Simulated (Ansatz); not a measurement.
Crystal: FeNi3 (Awaruite).

```
CELL_PARAMETERS angstrom
3.54500 0.00000 0.00000
0.00000 3.54500 0.00000
0.00000 0.00000 3.54500
ATOMIC_POSITIONS crystal
Ni 0.50000 0.50000 0.00000
Ni 0.50000 0.00000 0.50000
Ni 0.00000 0.50000 0.50000
Fe 0.00000 0.00000 0.00000
```

```yaml
Program: Ansatz 0.2.0
Task: relaxation of cell and atoms
Functional: PBEsol
Potentials_or_basis: Ansatz PAW earlier set
Cutoff: "920 eV (not typed: the program's choice for these potentials)"
k_mesh: 8 × 8 × 8
Occupations: fermi-dirac, width 0.05 eV
Spin: collinear spin, ferromagnetic start
Starting_moments: "[1.0, 1.0, 1.0, 3.0] μB"
```

At the start: volume 11.14 Å³/atom.

Question: Where does the relaxation end?

Answer: It ends after 5 steps and the volume is 10.62 Å³/atom (-4.7 %); space group Pm-3m (No. 221, to 0.05 Å); moment 4.73 μB per cell.

Step by step:
```csv
step,energy change (eV),largest force (eV/Å),volume (Å³)
1,0.0000,0.0000,44.55
2,-0.0511,0.0000,43.39
3,-0.0645,0.0000,42.38
4,-0.0646,0.0000,42.46
5,-0.0644,0.0000,42.46
```

Final structure:
```
CELL_PARAMETERS angstrom
3.48875 0.00000 0.00000
0.00000 3.48875 0.00000
0.00000 0.00000 3.48875
ATOMIC_POSITIONS crystal
Ni 0.50000 0.50000 0.00000
Ni 0.50000 0.00000 0.50000
Ni 0.00000 0.50000 0.50000
Fe 0.00000 0.00000 0.00000
```

Caveat: the plane-wave basis is chosen anew once the cell has moved, so the energies of steps on either side of that aren't comparable; the PAW data sets come from PBE, with cores solved anew for the run's functional, which leaves a small shift of forces and pressure.
